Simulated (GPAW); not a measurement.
BN: single point with PBE

Crystal: BN.

```xyz
4
Lattice="2.5539 -0.0511 0.0000 -1.3212 2.2373 0.0000 0.0000 0.0000 4.2269" Properties=species:S:1:pos:R:3 pbc="T T T"
N    -0.0295    1.4745    0.5295
N     1.2622    0.7117    2.6430
B    -0.0295    1.4745    2.1123
B     1.2622    0.7117    4.2257
```

The cell comes from a database or a generator and needn't be the stable form of this composition.

The cell isn't the ideal one: strain = -0.04.

```json
{
  "Program": "GPAW 26.7.0",
  "Task": "single point",
  "Functional": "PBE",
  "Potentials or basis": "GPAW PAW data sets (gpaw-data 1.2.1)",
  "Cutoff": "800 eV",
  "Basis": "pw",
  "k mesh": "9 × 9 × 5",
  "Occupations": "fermi-dirac, width 0.05 eV",
  "Spin": "no spin polarisation",
  "Maxiter": "150"
}
```

```json
{
  "Pressure": "-0.7 GPa",
  "Largest force": "0.177 eV/Å",
  "Band gap on the k mesh": "5.08 eV, indirect (least direct gap 7.72 eV)"
}
```

Forces in eV/Å, atoms in the order of the input:
```
N    0.174  0.031  0.002
N   -0.174 -0.031  0.002
B    0.081  0.030 -0.002
B   -0.081 -0.030 -0.002
```

Stress tensor (GPa, compression positive):
```
-0.39 16.33  0.00
16.33  0.01  0.00
 0.00  0.00 -1.71
```

Levels at points of the mesh, in eV from the valence-band top:
```csv
k point,band 5,band 6,band 7,band 8,band 9,band 10,band 11,band 12
"(0.00, 0.00, 0.00)",-2.09,-0.39,-0.24,0.00,7.72,8.40,8.41,9.68
```

Wall time 91 s on 1 thread of Arm Neoverse V1 (shared host), peak memory 0.26 GiB.

Caveat: the density grid can change from cell to cell, which puts small steps into energies and stress; an odd mesh through Γ misses points on the zone boundary, where band edges often lie.
